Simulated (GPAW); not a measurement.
Ag:

```
CELL_PARAMETERS angstrom
0.00000 2.04275 2.04275
2.04275 0.00000 2.04275
2.04275 2.04275 0.00000
ATOMIC_POSITIONS crystal
Ag 0.00000 0.00000 0.00000
```

```yaml
Program: GPAW 26.7.0
Task: relaxation of cell and atoms
Functional: PBEsol
Dispersion: D3
Potentials_or_basis: PAW data sets generated in the run's folder for this functional
Cutoff: 600 eV
Basis: pw
k_mesh: 11 × 11 × 11
Occupations: fermi-dirac, width 0.05 eV
Spin: no spin polarisation
```

At the start: pressure -6.9 GPa; volume 17.05 Å³/atom.

How do energy, volume and symmetry change on relaxing?

Over 4 steps the energy falls by 24.2 meV/atom and the volume is 16.03 Å³/atom (-6.0 %); space group Fm-3m (No. 225, to 0.05 Å).

The path:
| step | energy change (eV) | largest force (eV/Å) | pressure (GPa) | volume (Å³) |
| --- | --- | --- | --- | --- |
| 1 | 0.0000 | 0.0000 | -6.89 | 17.05 |
| 2 | -0.0179 | 0.0000 | -3.74 | 16.52 |
| 3 | -0.0241 | 0.0000 | 0.57 | 15.95 |
| 4 | -0.0242 | 0.0000 | -0.03 | 16.03 |

Final structure:
```xyz
1
Lattice="0.0000 2.0011 2.0011 2.0011 0.0000 2.0011 2.0011 2.0011 0.0000" Properties=species:S:1:pos:R:3 pbc="T T T"
Ag    0.0000    0.0000    0.0000
```

Caveat: later steps reuse the first step's grids; pairwise dispersion overbinds metals, which lowers pressure and volume.
